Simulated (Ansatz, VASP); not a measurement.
## Zr: VASP beside Ansatz

The input INCAR:

```
SYSTEM = Zr
  ALGO = Normal
  EDIFF = 1E-6
  ENCUT = 520
  GGA = PS
  ISIF = 2
  ISMEAR = -1
  LASPH = .True.
  LCHARG = .False.
  LREAL = .False.
  LWAVE = .False.
  NBANDS = 19
  NELM = 60
  PREC = Accurate
  SIGMA = 0.05
```

KPOINTS

```
k-points
0
Gamma
  15 15 8
  0 0 0
```

File POSCAR:

```
Zr
1.0
    1.5925784057     -2.7584267137      0.0000000000
    1.5925784057      2.7584267137      0.0000000000
    0.0000000000      0.0000000000      5.1147995880
Zr
2
Direct
    0.6666666670      0.3333333330      0.2500000000
    0.3333333330      0.6666666670      0.7500000000
```

Input for Ansatz:

```yaml
crystal:
  lattice:
    - [1.5925784057, -2.7584267137, 0.0]
    - [1.5925784057, 2.7584267137, 0.0]
    - [0.0, 0.0, 5.114799588]
  atoms:
    - { symbol: Zr, position: [0.666666667, 0.333333333, 0.25] }
    - { symbol: Zr, position: [0.333333333, 0.666666667, 0.75] }
kpoints:
  mp_grid: { grid: [15, 15, 8] }
scf:
  occupations: { method: fermi_dirac, width: 0.05 }
hamiltonian:
  xc: pbesol
  pseudopotentials: { kind: all_electron, lapw: { basis_error: 0.001 } }
output:
  forces: true
  stress: true
  eigenvalues: true
```

Alike in both runs: task single point; functional PBEsol; k mesh 15 × 15 × 8; occupations fermi-dirac, width 0.05 eV; no spin polarisation.

```csv
,VASP,Ansatz
version,VASP 6.6.1,Ansatz 0.2.0
potentials or method,"VASP PAW PBE potentials, release 64 (Zr_sv)","all-electron LAPW, scalar-relativistic"
plane-wave cutoff (eV),520,see its input
```

|  | VASP | Ansatz | Ansatz less VASP |
| --- | --- | --- | --- |
| pressure (GPa) | 0.0 | 0.0 | -0.03 |
| largest component of the traceless stress (GPa) | 0.07 | 0.07 | 0.000 |

Ansatz ran all-electron here, so the differences hold the error of VASP's frozen core and of both bases.

Caveats: the PAW data sets were made with another functional, which shifts forces and pressure a little (VASP).
